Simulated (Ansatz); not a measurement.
## MnO$_{2}$: enthalpy against pressure

MnO$_{2}$, P4_2/mnm, a = 4.456 Å, c = 2.943 Å. Ansatz: PBE+U, PAW, 420 eV, Γ-centred 8×8×12 mesh on 6 atoms, Gaussian smearing 0.10 eV; U_eff Mn 3.90 eV; collinear spin, largest moment 2.8 μB. Cell and atoms are relaxed at each pressure, and no other structure is tried, so the rows at high pressure may lie past a change of phase. y is the enthalpy over the state at zero pressure; there V0 = 9.739 Å³/atom. The pressures are the targets, met within 0.05 GPa.

```tsv
P (GPa)	y (eV/atom)
-3.0	-0.1839
0.0	0.0000
3.0	0.1806
8.0	0.4757
15.0	?
30.0	1.7082
60.0	3.2671
```

Q: Fit y = c1 P + c2 P² + c3 P³ to the other rows, say what c1 and c2 mean, and predict the missing value.

A: Least squares on the rows shown. y = 0.060624 P − 0.00014292 P² + 6.6735×10⁻⁷ P³. Since dH/dP = V, c1 is V0: 0.060624 eV/GPa × 160.2 = 9.712 Å³ against 9.739; c2 = −V0/(2B0) gives B0 = 212 GPa, where a Birch–Murnaghan fit to the volumes of the same runs (not shown) gives 165 GPa: a cubic over this range folds the higher terms into c2. At P = 15.0 the fit asked for gives 0.8795 eV/atom. The run gave 0.8783 eV/atom, so the fit is 0.0012 eV/atom too high, 0.035 % of the span of the series, against an rms of 0.0004 eV/atom on the fitted rows. With a term in P⁴ added, a fit to the same known rows predicts 0.8778 eV/atom, a smaller miss on the other side.

The state reached may not be the lowest one. The program reads another magnetic order as possibly lower. Moments started parallel, and an antiferromagnetic order may lie lower.